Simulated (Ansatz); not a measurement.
# Te2Mo in Ansatz: relaxation of cell and atoms with LDA

Aim: the relaxation of cell and atoms of Te2Mo with LDA.

All numbers are computed with Ansatz 0.2.0; they aren't measurements. Logs are shortened: lines on timing, memory, paths and dates and some standing lists are left out, and cuts for length are marked.

## (1) The slab as given

The cell holds a slab with vacuum, 12 atoms: a = 3.561 Å, b = 3.561 Å, c = 38.990 Å, α = 90.00°, β = 90.00°, γ = 120.00°.

## (2) Relaxation of cell and atoms, LDA

input.yaml reads:

```yaml
crystal:
  lattice:
    - [3.5613831954, 0.0, 0.0]
    - [-1.7806915977, 3.0842483198, 0.0]
    - [0.0, 0.0, 38.99026814]
  atoms:
    - { symbol: Te, position: [0.3333333333, 0.6666666667, 0.32822317] }
    - { symbol: Te, position: [0.3333333333, 0.6666666667, 0.95181809] }
    - { symbol: Te, position: [0.6666666667, 0.3333333333, 0.14008092] }
    - { symbol: Te, position: [0.6666666667, 0.3333333333, 0.76363067] }
    - { symbol: Te, position: [0.6666666667, 0.3333333333, 0.04818191] }
    - { symbol: Te, position: [0.6666666667, 0.3333333333, 0.67177683] }
    - { symbol: Te, position: [0.3333333333, 0.6666666667, 0.23636933] }
    - { symbol: Te, position: [0.3333333333, 0.6666666667, 0.85991908] }
    - { symbol: Mo, position: [0.6666666667, 0.3333333333, 0.282338] }
    - { symbol: Mo, position: [0.6666666667, 0.3333333333, 0.90585884] }
    - { symbol: Mo, position: [0.3333333333, 0.6666666667, 0.09414116] }
    - { symbol: Mo, position: [0.3333333333, 0.6666666667, 0.717662] }
hamiltonian:
  xc: lda
  pseudopotentials: { kind: paw }
kpoints:
  mp_grid: { grid: [7, 7, 1] }
scf:
  occupations: { method: fermi_dirac, width: 0.05 }
output:
  forces: true
  stress: true
  eigenvalues: true
relax:
  f_tol: 0.01
  max_steps: 40
  cell: { stress_tol: 0.05 }
```

Potentials or basis: Ansatz PAW.

Run with:

```sh
$ ansatz run input.yaml --threads 4 --pin off --max-ram 11264MiB --backend cpu --events-out ev --progress --plain --runs-dir out
```

What it wrote:

```text
Warning: RAYON_NUM_THREADS=4 ignored (pool sized by the plan → 4); use --threads N
Engine: ansatz 0.2.0, x86_64-unknown-linux-gnu
Pseudopotentials: kind: paw
Pseudopotential: Te, paw, valence charge 16, recommended cutoff 420 eV (normal), Te.paw.azcp
Pseudopotential: Mo, paw, valence charge 14, recommended cutoff 420 eV (normal), Mo.paw.azcp
Functional definition: SPW92
  exchange = slater_x
  correlation = pw_c
Crystal: 12 atoms, lattice volume = 428.277 Å³
Basis set: ecut = 420 eV, 8237 PW (Γ)
Bands: 111, of which v1, the nominal top of the filled ones, is band 92 counted from 1 (91 counted from 0)
Symmetry: 12 space group operations
Space group: P-3m1 (ITA 164), of the structure as read, at distance tolerance 7.5e-5 Å
k-points: 8 of 49
Non-local potential: Te, projectors of the file, l = 0: 2, l = 1: 2, l = 2: 2, l = 3: 2
Non-local potential: Mo, projectors of the file, l = 0: 3, l = 1: 2, l = 2: 2, l = 3: 1
PAW form: soft (Blöchl's): semilocal exchange-correlation on the pseudo side does not see the compensation charge
PAW frozen core: Te, regenerated for the run's functional, and the local potential with it (the file was generated under x = pbe(κ = 0.804, μ = 0.2195149727645171), c = pbe(β = 0.06672455060314922))
PAW frozen core: Mo, regenerated for the run's functional, and the local potential with it (the file was generated under x = pbe(κ = 0.804, μ = 0.2195149727645171), c = pbe(β = 0.06672455060314922))
PAW one-centre angular grid: Te, 590 points (default); XC on 64 Gauss nodes
PAW one-centre angular grid: Mo, 590 points (default); XC on 64 Gauss nodes
Initial density: superposition of atomic densities (neutral atoms: chi_scale 0, normalization atom), corrected by the library's trained network
Initial wavefunctions: pseudopotential atomic-orbital guess
Functional: x = slater, c = lda
SCF iter   1: F=—  HF=-73992.013195 eV  |F-HF|=—  |Δ(HF+E_count)|=         —  Δρ=5.93e-3  dr2=1.34e-1  ethr=1.77e-3  ⟨swp⟩=7.8  Hψ=3450  notcnv=0  defer=4
preconditioner: auto → Resta (q_TF=auto, 2.370 Å⁻¹)  ε∞=5.6  [insulator: Δε(μ)=1.065 eV  Ē_g=7.129 eV  σ=0.050 eV  W_gap=1.00  n_scr=118 (ndim 8)  ℏωp=15.2 eV  f_vac=0.274  D(μ)=0.00/eV (n_scr^D=0)  ε∞_Penn≈5.6  vacuum switching on, ρ_ref=3.7e-3 e/Å³]
SCF iter   2: F=—  HF=-73991.998973 eV  |F-HF|=—  |Δ(HF+E_count)|=   1.42e-2  Δρ=3.17e-3  dr2=3.82e-2  ethr=7.26e-5  ⟨swp⟩=2.1  Hψ=1421  notcnv=0  defer=38
[... 132 lines left out ...]
  E_paw        = -48442.838129  (= ΣΔE_a)
  E_vpaw       = -3656.664924  (= ΣTr[D̂ρ^β])
  E_aug_tail   = -0.001342  (compensation charges beyond the density's cutoff)
  E_ewald      = 44643.893674
  E_core_change = 7.320554  (= ΣΔE_core)
  E_smearing   = -0.000034  (= −TS)
  E_closure    = 0.000000  (closes the sum)
  Σ components = -73992.353502   (vs F -73992.353502, Δ=0.00e0)
--- Forces (eV/Å), atoms counted from 1 ---
  atom   1  Te     0.00000000    -0.00000000    -0.00080594
  atom   2  Te     0.00000000    -0.00000000    -0.00054342
  atom   3  Te    -0.00000000     0.00000000    -0.00121459
  atom   4  Te    -0.00000000     0.00000000    -0.00039733
  atom   5  Te    -0.00000000     0.00000000     0.00054342
  atom   6  Te     0.00000000     0.00000000     0.00080594
  atom   7  Te     0.00000000    -0.00000000     0.00039733
  atom   8  Te     0.00000000    -0.00000000     0.00121459
  atom   9  Mo     0.00000000     0.00000000    -0.00049142
  atom  10  Mo     0.00000000     0.00000000    -0.00013156
  atom  11  Mo     0.00000000    -0.00000000     0.00013156
  atom  12  Mo    -0.00000000    -0.00000000     0.00049142
  max |Σ_I F_I| component: 9.25e-18 eV/Å
--- Stress (GPa, compression-positive) ---
       -0.004164       0.000000       0.000000
        0.000000      -0.004164      -0.000000
        0.000000      -0.000000      -0.010298
  P = ⅓ Tr σ = -0.0062 GPa (-0.062 kbar)
--- Band table (eV; the first three rows and the last of 8) ---
  k-point 0: bands = ["-52.3009", "-52.3009", "-52.2964", "-52.2964", "-28.2650", "-28.2650", "-28.2648", "-28.2648", "-28.2530", "-28.2530", "-28.2530", "-28.2530", "-28.2507", "-28.2507", "-28.2505", "-28.2505", "-28.2347", "-28.2347", "-28.2347", "-28.2347", "-28.1991", "-28.1991", "-28.1981", "-28.1981", "-28.1879", "-28.1879", "-28.1872", "-28.1872", "-28.1862", "-28.1862", "-28.1858", "-28.1858", "-28.1803", "-28.1795", "-28.1707", "-28.1697", "-28.1682", "-28.1681", "-28.1646", "-28.1646", "-28.1646", "-28.1646", "-28.1440", "-28.1440", "-26.5517", "-26.5517", "-26.5493", "-26.5493", "-26.3589", "-26.3589", "-26.3589", "-26.3589", "-26.3532", "-26.3532", "-26.3532", "-26.3532", "-4.9498", "-4.8653", "-4.7430", "-4.6368", "-4.0373", "-3.8616", "-3.6853", "-3.5677", "2.3336", "2.6426", "3.0834", "3.4997", "5.2833", "5.8813", "6.4873", "6.4873", "6.4930", "6.4930", "6.4990", "6.4990", "6.5020", "6.5020", "6.5615", "7.2016", "7.3019", "7.3019", "7.3138", "7.3138", "7.3269", "7.3269", "7.3349", "7.3349", "7.3454", "8.1811", "8.2892", "8.3378", "11.3683", "11.3683", "11.3994", "11.3994", "11.4535", "11.4535", "11.5068", "11.5068", "11.6483", "11.6483", "11.7406", "11.7406", "11.8208", "11.8208", "11.8694", "11.8694", "12.5718", "12.7919", "14.1242"]
  k-point 1: bands = ["-52.2988", "-52.2988", "-52.2942", "-52.2942", "-28.2627", "-28.2625", "-28.2600", "-28.2597", "-28.2550", "-28.2548", "-28.2518", "-28.2518", "-28.2480", "-28.2480", "-28.2460", "-28.2458", "-28.2379", "-28.2379", "-28.2300", "-28.2300", "-28.2008", "-28.2004", "-28.1997", "-28.1997", "-28.1938", "-28.1927", "-28.1893", "-28.1893", "-28.1888", "-28.1883", "-28.1872", "-28.1865", "-28.1779", "-28.1773", "-28.1700", "-28.1700", "-28.1679", "-28.1671", "-28.1655", "-28.1655", "-28.1654", "-28.1654", "-28.1415", "-28.1415", "-26.5356", "-26.5356", "-26.5329", "-26.5329", "-26.3903", "-26.3903", "-26.3847", "-26.3847", "-26.3646", "-26.3646", "-26.3589", "-26.3589", "-4.6509", "-4.5685", "-4.4483", "-4.3420", "-3.8166", "-3.6487", "-3.4833", "-3.3744", "2.6553", "2.9501", "3.3789", "3.7996", "5.1206", "5.6112", "5.8498", "5.8714", "5.8906", "5.9085", "6.1078", "6.3575", "6.7242", "6.7348", "6.7474", "6.7560", "6.9330", "6.9519", "6.9717", "6.9839", "7.1909", "7.1922", "7.2134", "7.4878", "7.4891", "8.0329", "8.0940", "8.1859", "10.4781", "10.5145", "10.5742", "10.6230", "10.6377", "10.6664", "10.6886", "10.7249", "10.9937", "11.0762", "11.1979", "11.3146", "11.5414", "11.6544", "11.7449", "11.7968", "12.9444", "13.1721", "14.5658"]
  k-point 2: bands = ["-52.2940", "-52.2940", "-52.2894", "-52.2894", "-28.2672", "-28.2669", "-28.2572", "-28.2569", "-28.2557", "-28.2557", "-28.2491", "-28.2490", "-28.2404", "-28.2404", "-28.2370", "-28.2370", "-28.2355", "-28.2354", "-28.2195", "-28.2195", "-28.2049", "-28.2044", "-28.2040", "-28.2029", "-28.2029", "-28.2022", "-28.1956", "-28.1956", "-28.1911", "-28.1909", "-28.1886", "-28.1874", "-28.1778", "-28.1778", "-28.1734", "-28.1733", "-28.1670", "-28.1670", "-28.1617", "-28.1613", "-28.1608", "-28.1606", "-28.1360", "-28.1360", "-26.4998", "-26.4998", "-26.4968", "-26.4968", "-26.4604", "-26.4604", "-26.4549", "-26.4549", "-26.3775", "-26.3775", "-26.3718", "-26.3718", "-3.8360", "-3.7635", "-3.6548", "-3.5534", "-3.2186", "-3.0783", "-2.9484", "-2.8663", "3.3273", "3.5314", "3.8233", "4.0869", "4.3718", "4.3944", "4.4352", "4.6995", "4.7216", "4.9654", "5.0324", "5.0475", "6.2643", "6.2905", "6.3216", "6.3435", "6.5033", "6.6430", "6.8605", "7.0918", "7.1334", "7.2673", "7.2708", "7.2764", "7.2961", "7.3310", "7.3686", "7.3928", "9.4861", "9.6204", "9.8089", "10.0018", "10.1085", "10.1917", "10.3016", "10.3864", "10.4672", "10.7024", "11.0467", "11.3746", "11.6769", "11.8452", "12.0248", "12.1470", "13.7839", "13.9235", "14.1593"]
  k-point 7: bands = ["-52.2886", "-52.2886", "-52.2840", "-52.2840", "-28.2746", "-28.2745", "-28.2613", "-28.2613", "-28.2472", "-28.2466", "-28.2392", "-28.2392", "-28.2354", "-28.2352", "-28.2345", "-28.2345", "-28.2247", "-28.2247", "-28.2193", "-28.2193", "-28.2177", "-28.2167", "-28.2064", "-28.2062", "-28.2033", "-28.2033", "-28.1946", "-28.1945", "-28.1939", "-28.1939", "-28.1938", "-28.1922", "-28.1746", "-28.1746", "-28.1719", "-28.1719", "-28.1713", "-28.1712", "-28.1583", "-28.1583", "-28.1553", "-28.1550", "-28.1309", "-28.1309", "-26.4978", "-26.4978", "-26.4925", "-26.4925", "-26.4602", "-26.4602", "-26.4568", "-26.4568", "-26.4327", "-26.4326", "-26.4268", "-26.4268", "-2.4651", "-2.4335", "-2.3885", "-2.3535", "-2.2411", "-2.1929", "-2.1552", "-2.1382", "3.2481", "3.2890", "3.3354", "3.3541", "3.4342", "3.4974", "3.5628", "3.6118", "4.6244", "4.6338", "4.6420", "4.6956", "4.7368", "4.7499", "4.8508", "5.0708", "5.2104", "5.3915", "5.5106", "5.5406", "6.4027", "6.4088", "6.5077", "6.6321", "7.8640", "7.9303", "8.0170", "8.0849", "9.4216", "9.4945", "9.5585", "9.6204", "9.6599", "9.9078", "10.1974", "10.3869", "10.4191", "10.5783", "10.6156", "10.6883", "11.8979", "12.0686", "12.3071", "12.5770", "13.2061", "13.2621", "13.4635"]
--- Relaxed structure (6 steps of the walk, 5 accepted, 1 SCFs on fresh bases) ---
  F+E_penalty+E_count = -73992.35350199 eV   max|allowed force component| = 1.215e-3 eV/Å   (the final SCF, on the basis selected at the relaxed cell)
  cell:  # Å, volume = 385.9160 Å³
    - [3.4718012265287563, 1.9412277400987222e-33, -2.0286755458414154e-17]
    - [-1.7359006132643782, 3.0066680590638755, 1.0143377729207079e-17]
    - [-2.221007938823751e-16, -2.523757507163449e-32, 36.9702585378945]
  atoms:
    - { symbol: Te, position: [0.3333333333333333, 0.6666666666666666, 0.32767792363925424] }
    - { symbol: Te, position: [0.3333333333333333, 0.6666666666666666, 0.9554517863901761] }
    - { symbol: Te, position: [0.6666666666666665, 0.3333333333333333, 0.14174017300305053] }
    - { symbol: Te, position: [0.6666666666666664, 0.3333333333333333, 0.7694133468963389] }
    - { symbol: Te, position: [0.6666666666666665, 0.3333333333333333, 0.044548213609823924] }
    - { symbol: Te, position: [0.6666666666666664, 0.3333333333333333, 0.6723220763607457] }
    - { symbol: Te, position: [0.3333333333333333, 0.6666666666666666, 0.23058665310366094] }
    - { symbol: Te, position: [0.3333333333333333, 0.6666666666666666, 0.8582598269969495] }
    - { symbol: Mo, position: [0.6666666666666665, 0.3333333333333333, 0.27921162888391376] }
    - { symbol: Mo, position: [0.6666666666666665, 0.3333333333333333, 0.9068557304106525] }
    - { symbol: Mo, position: [0.3333333333333333, 0.6666666666666666, 0.09314426958934785] }
    - { symbol: Mo, position: [0.3333333333333333, 0.6666666666666666, 0.7207883711160864] }
```

Run time: 81 s. Hardware: 4 threads of Intel Xeon Platinum 8259CL at 2.50GHz (Skylake/Cascade Lake), shared host; peak memory 1.4 GiB.

Results:

```
Free energy                            : -73992.3535 eV
Relaxed volume                         : 32.16 Å³/atom
Relaxed cell                           : a = 3.472 Å, b = 3.472 Å, c = 36.970 Å, α = 90.00°, β = 90.00°, γ = 120.00°
Space group after relaxing (to 0.05 Å) : P-3m1 (No. 164)
Energy gained by relaxing              : 29.7 meV/atom
Ionic steps                            : 6
Band gap on the k mesh                 : 0.87 eV, indirect (least direct gap 1.34 eV)
```

The path:
| step | energy change (eV) | largest force (eV/Å) | volume (Å³) |
| --- | --- | --- | --- |
| 1 | 0.0000 | 0.4237 | 428.28 |
| 2 | -0.3123 | 0.0728 | 401.08 |
| 3 | -0.3543 | 0.0573 | 388.85 |
| 4 | -0.3624 | 0.0353 | 385.23 |
| 5 | -0.3627 | 0.0014 | 385.92 |
| 6 | -0.3565 | 0.0012 | 385.92 |

Final structure:
```cif
data_structure
_symmetry_space_group_name_H-M 'P 1'
_symmetry_Int_Tables_number 1
_cell_length_a 3.4718
_cell_length_b 3.4718
_cell_length_c 36.9703
_cell_angle_alpha 90.000
_cell_angle_beta 90.000
_cell_angle_gamma 120.000
_cell_volume 385.92
loop_
_atom_site_label
_atom_site_type_symbol
_atom_site_fract_x
_atom_site_fract_y
_atom_site_fract_z
_atom_site_occupancy
Te1 Te 0.33333 0.66667 0.32768 1
Te2 Te 0.33333 0.66667 0.95545 1
Te3 Te 0.66667 0.33333 0.14174 1
Te4 Te 0.66667 0.33333 0.76941 1
Te5 Te 0.66667 0.33333 0.04455 1
Te6 Te 0.66667 0.33333 0.67232 1
Te7 Te 0.33333 0.66667 0.23059 1
Te8 Te 0.33333 0.66667 0.85826 1
Mo1 Mo 0.66667 0.33333 0.27921 1
Mo2 Mo 0.66667 0.33333 0.90686 1
Mo3 Mo 0.33333 0.66667 0.09314 1
Mo4 Mo 0.33333 0.66667 0.72079 1
```

Caveat: odd divisions of the mesh miss points on the zone boundary, where band edges often lie, so the gap on the mesh can be too wide; the plane-wave basis is chosen anew once the cell has moved, so the energies of steps on either side of that aren't comparable; spin-orbit coupling is left out, which moves the levels of the heavy elements; the PAW data sets come from PBE, with cores solved anew for the run's functional, which leaves a small shift of forces and pressure. LDA gaps usually lie below the measured ones, often by a third to a half.
